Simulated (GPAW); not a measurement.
Runs of GPAW 26.7.0 on MnS. Symmetry: Fm-3m, No. 225, cubic system. The conventional cell has a = 5.209 Å, b = 5.209 Å, c = 5.209 Å, α = 90.00°, β = 90.00°, γ = 90.00°. Mn (site symmetry m-3m) has 6 S at 2.60 Å as nearest neighbours. S (site symmetry m-3m) has 6 Mn at 2.60 Å as nearest neighbours. 

| task | level | potentials or basis | cell | k mesh | optimizer | fmax | max steps | target pressure | convergence | gap on the mesh (eV) | pressure (GPa) | moment (μB) |
| --- | --- | --- | --- | --- | --- | --- | --- | --- | --- | --- | --- | --- |
| relaxation of cell and atoms | PBEsol | PAW data sets generated in the run's folder for this functional, pw | relaxed to 10 GPa | 8 × 8 × 8 | BFGS | 0.02 eV/Å | 60 | 10 GPa | density=1e-05 forces=0.0001 | none | 10.2 | (a) |
| relaxation of cell and atoms | PBEsol | PAW data sets generated in the run's folder for this functional, pw | relaxed to 2 GPa | 8 × 8 × 8 | BFGS | 0.02 eV/Å | 60 | 2 GPa | density=1e-05 forces=0.0001 | none | 1.9 | 4.00 |
| relaxation of cell and atoms | PBEsol | PAW data sets generated in the run's folder for this functional, pw | relaxed | 8 × 8 × 8 | BFGS | 0.02 eV/Å | 60 | - | density=1e-05 forces=0.0001 | none | 0.0 | 4.02 |
| relaxation of cell and atoms | PBEsol | PAW data sets generated in the run's folder for this functional, pw | relaxed to 30 GPa | 8 × 8 × 8 | BFGS | 0.02 eV/Å | 60 | 30 GPa | density=1e-05 forces=0.0001 | none | 30.0 | 2.98 |

Alike in all rows: spin collinear, ferromagnetic start; cutoff (eV) 600; smearing fermi-dirac 0.05 eV.

**Question.** Fill in the values left out.

**Answer.** (a) 3.37.

Caveats: each step starts from the last one's moments, so a moment once lost doesn't come back; later steps reuse the first step's grids; a cell with one magnetic atom can't hold antiferromagnetic order, which such compounds often take; semilocal functionals often make such compounds metallic where correlation or magnetic order opens a gap, which also shifts bond lengths.

A gap of «none» marks a metal or a gap under the smearing width.
